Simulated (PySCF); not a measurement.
Isomerisation enthalpies of C3H4N2

**Measured values to compare with.**

CRC Handbook of Chemistry and Physics lists, for the gas at 298.15 K: enthalpy of formation of `c1c[nH]cn1` (imidazole) 132.9 kJ/mol; enthalpy of formation of `c1cn[nH]c1` (pyrazole) 179.4 kJ/mol.

The results are set against them at the end.

Differences of these values give the isomerisation enthalpies. Geometries: GFN2-xTB; runs in PySCF, gas phase, with a dispersion term only where the level names one. Total electronic energies (Eh):

```
    SMILES  PBE0/pcSseg-1
c1c[nH]cn1     -225.93265
c1cn[nH]c1     -225.91579
```

Geometry of `c1c[nH]cn1` (Å):
```
atom  x, y, z in Å
C1    -0.803   -0.926    0.073
C2    -0.884    0.408   -0.199
N3     0.398    0.878   -0.123
C4     1.181   -0.183    0.188
N5     0.487   -1.277    0.312
H6    -1.587   -1.655    0.114
H7    -1.714    1.042   -0.434
H8     0.692    1.829   -0.269
H9     2.243   -0.111    0.313
```

Geometry of `c1cn[nH]c1` (Å):
```
atom  x, y, z in Å
C1     0.157    0.994    0.103
C2     1.218    0.097   -0.096
N3     0.777   -1.139   -0.206
N4    -0.544   -1.062   -0.084
C5    -0.967    0.205    0.104
H6     0.212    2.056    0.226
H7     2.266    0.307   -0.159
H8    -1.102   -1.899   -0.135
H9    -2.004    0.447    0.222
```

Zero-point and thermal terms are left out, so the computed numbers are electronic energies.

**Comparison with experiment**

Relative to `c1c[nH]cn1`, the lowest by measurement, in kJ/mol (measured: enthalpies at 298.15 K; computed: electronic energies):

```
    SMILES  measured  PBE0/pcSseg-1
c1c[nH]cn1       0.0            0.0
c1cn[nH]c1      46.5           44.3
```

Measured values: 132.9 kJ/mol (298.15 K; CRC Handbook of Chemistry and Physics) for the first row; the others come from the same table. Unsigned miss: PBE0/pcSseg-1 2.2 kJ/mol. Where a level misses, the cause wasn't examined.
